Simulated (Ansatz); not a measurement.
CsSnBr3:

```
CELL_PARAMETERS angstrom
5.83901 0.00000 0.00000
0.00000 5.83901 0.00000
0.00000 0.00000 5.83901
ATOMIC_POSITIONS crystal
Cs 0.00000 0.00000 0.00000
Sn 0.50000 0.50000 0.50000
Br 0.00000 0.50000 0.50000
Br 0.50000 0.50000 0.00000
Br 0.50000 0.00000 0.50000
```

The cell is a database's computed one.

* Program: Ansatz 0.2.0
* Task: relaxation of cell and atoms
* Functional: RPBE
* Potentials or basis: Ansatz PAW
* Cutoff: 420 eV (not typed: the program's choice for these potentials)
* k mesh: 5 × 5 × 5
* Occupations: fermi-dirac, width 0.05 eV
* Spin: no spin polarisation

At the start: volume 39.81 Å³/atom.

Task: How do energy, volume and symmetry change on relaxing?

Result: It ends after 5 steps and the volume is 43.62 Å³/atom (+9.6 %); space group Pm-3m (No. 221, to 0.05 Å).

The path:
```
step  energy change (eV)  largest force (eV/Å)  volume (Å³)
   1              0.0000                0.0000       199.08
   2             -0.0762                0.0000       208.76
   3             -0.0975                0.0000       216.84
   4             -0.0978                0.0000       218.10
   5             -0.0988                0.0000       218.10
```

Final structure:
```yaml
crystal:
  lattice:
    - [6.01934, 0.00000, 0.00000]
    - [0.00000, 6.01934, 0.00000]
    - [0.00000, 0.00000, 6.01934]
  atoms:
    - { symbol: Cs, position: [0.00000, 0.00000, 0.00000] }
    - { symbol: Sn, position: [0.50000, 0.50000, 0.50000] }
    - { symbol: Br, position: [0.00000, 0.50000, 0.50000] }
    - { symbol: Br, position: [0.50000, 0.50000, 0.00000] }
    - { symbol: Br, position: [0.50000, 0.00000, 0.50000] }
```

Caveat: the plane-wave basis is chosen anew once the cell has moved, so the energies of steps on either side of that aren't comparable; the PAW data sets come from PBE, with cores solved anew for the run's functional, which leaves a small shift of forces and pressure.
